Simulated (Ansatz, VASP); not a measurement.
## TaN: VASP beside Ansatz

The input INCAR:

```
SYSTEM = TaN
PREC     = Accurate       ! precision mode
ENCUT    = 520            ! plane-wave cutoff, eV
EDIFF    = 1E-7           ! SCF threshold, eV
ISMEAR   = -1             ! smearing method
SIGMA    = 0.05           ! smearing width, eV
LREAL    = .FALSE.        ! projectors in reciprocal space
LASPH    = .TRUE.         ! aspherical terms in the spheres
NELM     = 100            ! most SCF steps
ALGO     = Normal         ! electronic algorithm
ISIF     = 2              ! what is computed and relaxed
LWAVE    = .FALSE.        ! write WAVECAR
LCHARG   = .TRUE.         ! write CHGCAR
GGA      = PE             ! functional
LELF     = .TRUE.         ! ELF
LVHAR    = .TRUE.       
NBANDS   = 24             ! bands
```

Contents of KPOINTS:

```
regular mesh
0
G
  8 8 6
  0 0 0
```

Contents of POSCAR:

```
TaN
1.0
    3.3763083537      0.0000000000      0.0000000000
    0.0000000000      3.3763083537      0.0000000000
    0.0000000000      0.0000000000      4.9435602427
Ta N
2 2
Direct
    0.0000000000      0.0000000000      0.0000000000
    0.5000000000      0.5000000000      0.0000000000
    0.5000000000      0.0000000000      0.2670000000
    0.0000000000      0.5000000000      0.7330000000
```

Contents of input.yaml:

```yaml
crystal:
  lattice:
    - [3.3763083537, 0.0, 0.0]
    - [0.0, 3.3763083537, 0.0]
    - [0.0, 0.0, 4.9435602427]
  atoms:
    - { symbol: Ta, position: [0.0, 0.0, 0.0] }
    - { symbol: Ta, position: [0.5, 0.5, 0.0] }
    - { symbol: "N", position: [0.5, 0.0, 0.267] }
    - { symbol: "N", position: [0.0, 0.5, 0.733] }
hamiltonian:
  xc: pbe
  pseudopotentials: { kind: paw }
kpoints:
  mp_grid: { grid: [8, 8, 6] }
scf:
  occupations: { method: fermi_dirac, width: 0.05 }
output:
  forces: true
  stress: true
  eigenvalues: true
```

The cell was built by a generator and needn't be a form met in nature.

Alike in both runs: task single point; functional PBE; k mesh 8 × 8 × 6; occupations fermi-dirac, width 0.05 eV; no spin polarisation.

|  | VASP | Ansatz |
| --- | --- | --- |
| version | VASP 6.6.1 | Ansatz 0.2.0 |
| potentials or method | VASP PAW PBE potentials, release 64 (Ta_pv, N) | Ansatz PAW |
| plane-wave cutoff (eV) | 520 | 420 |
| valence electrons in the cell | 32 | 36 |

Ansatz gave:

| Item | Value |
| --- | --- |
| gap on the k mesh at the Fermi level (eV) | none |
| rms of the force components (eV/Å) | 0.940 |

**Question.** Which values does VASP return?

**Answer.** gap on the k mesh at the Fermi level (eV): none; rms of the force components (eV/Å): 0.900.

Atom by atom the forces differ by 0.039 eV/Å (rms over components). A gap of «none» marks a metal or a gap that the smearing closes. The two sets of potentials don't hold the same shells in valence.

Caveats: forces of over 1 eV/Å show positions far from the minimum, so gaps and moduli don't describe the material at rest. The runs have no spin-orbit coupling, so splittings on Ta are missing.
